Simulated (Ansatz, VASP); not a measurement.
## SiO: VASP beside Ansatz

```
CELL_PARAMETERS angstrom
0.00000 2.46567 2.46567
2.46567 0.00000 2.46567
2.46567 2.46567 0.00000
ATOMIC_POSITIONS crystal
Si 0.75000 0.75000 0.75000
O 0.00000 0.00000 0.00000
```

Change from the starting cell: volume scaled by 1.04.

Alike in both runs: task single point; functional PBE; k mesh 9 × 9 × 9; occupations fermi-dirac, width 0.05 eV; no spin polarisation.

|  | VASP | Ansatz |
| --- | --- | --- |
| version | VASP 6.6.1 | Ansatz 0.2.0 |
| potentials or method | VASP PAW PBE potentials, release 64 (Si, O) | Ansatz PAW |
| plane-wave cutoff (eV) | 520 | 420 |
| valence electrons in the cell | 10 | 10 |

|  | VASP | Ansatz | Ansatz less VASP |
| --- | --- | --- | --- |
| gap on the k mesh at the Fermi level (eV) | none | none | - |
| pressure (GPa) | -2.3 | -2.3 | -0.01 |

A gap of «none» marks a metal or a gap that the smearing closes.

Caveats: the pressure holds a Pulay correction of +0.4 GPa for the finite cutoff (Ansatz).
